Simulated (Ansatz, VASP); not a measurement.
# BN: VASP beside Ansatz

File POSCAR:

```
BN
1.0
    2.5439493142      0.0000000000      0.0000000000
   -1.2719746571      2.0940700578      0.0000000000
    0.0000000000      0.0000000000      4.2078167785
B N
2 2
Direct
    0.6668135239      0.3336270477      0.0006200231
    0.3331864761      0.6663729523      0.5006200231
    0.6695212158      0.3390424316      0.3743799769
    0.3304787842      0.6609575684      0.8743799769
```

INCAR.step1

```
SYSTEM = BN
ALGO = Normal
EDIFF = 1E-4
ENCUT = 520
GGA = PE
ISMEAR = 0
LASPH = .True.
LCHARG = .False.
LREAL = .False.
LWAVE = .True.
NBANDS = 16
NELM = 60
PREC = Accurate
SIGMA = 0.01
```

Contents of INCAR.step2:

```
SYSTEM = BN
ALGO = Normal
EDIFF = 1E-6
ENCUT = 520
ISIF = 2
ISMEAR = 0
ISTART = 1
LASPH = .True.
LCHARG = .True.
LELF = .True.
LMIXTAU = .True.
LREAL = .False.
LVHAR = .True.
LWAVE = .False.
METAGGA = R2SCAN
NBANDS = 16
NELM = 60
PREC = Accurate
SIGMA = 0.01
```

The input KPOINTS:

```
k-points
0
Gamma
  12 12 6
  0 0 0
```

Input for Ansatz:

```yaml
crystal:
  lattice:
    - [2.5439493142, 0.0, 0.0]
    - [-1.2719746571, 2.0940700578, 0.0]
    - [0.0, 0.0, 4.2078167785]
  atoms:
    - { symbol: B, position: [0.6668135239, 0.3336270477, 0.0006200231] }
    - { symbol: B, position: [0.3331864761, 0.6663729523, 0.5006200231] }
    - { symbol: "N", position: [0.6695212158, 0.3390424316, 0.3743799769] }
    - { symbol: "N", position: [0.3304787842, 0.6609575684, 0.8743799769] }
kpoints:
  mp_grid: { grid: [12, 12, 6] }
  band_path:
    path:
      - [0.0, 0.0, 0.0]
      - [0.5, 0.0, 0.0]
      - [0.3333333333, 0.3333333333, 0.0]
      - [0.0, 0.0, 0.5]
      - [0.5, 0.0, 0.5]
      - [0.3333333333, 0.3333333333, 0.5]
      - [0.1, 0.0, 0.0]
      - [0.322917, 0.338542, 0.0]
    npoints: 1
hamiltonian:
  xc: r2scan
scf:
  occupations: { method: fixed }
  n_extra_bands: 5
output:
  forces: true
  stress: true
  eigenvalues: true
  write_density: true
  write_potential: true
  elf: true
  volumetric_format: npy
```

Change from the starting cell: uniaxial_y strain -5.0%.

Alike in both runs: task single point; functional r2SCAN; k mesh 12 × 12 × 6; no spin polarisation.

|  | VASP | Ansatz |
| --- | --- | --- |
| version | VASP 6.6.1 | Ansatz 0.2.0 |
| potentials or method | VASP PAW PBE potentials, release 64 (B, N) | plane waves, PAW |
| plane-wave cutoff (eV) | 520 | 500 |
| occupations | gaussian, width 0.01 eV | fixed |
| valence electrons in the cell | 16 | 16 |

```csv
,VASP,Ansatz,Ansatz less VASP
gap on the k mesh at the Fermi level (eV),5.26,5.30,+0.038
pressure (GPa),23.7,22.3,-1.31
largest component of the traceless stress (GPa),32.92,32.82,-0.098
rms of the force components (eV/Å),0.007,0.000,-0.0070
```

Atom by atom the forces differ by 0.007 eV/Å (rms over components).

Caveats: so large a pressure means that the cell lies far from this level's equilibrium, or that cutoff or potentials fall short (VASP); the potentials were made for another functional, which shifts forces and pressure (VASP). A k mesh can miss the band edges.
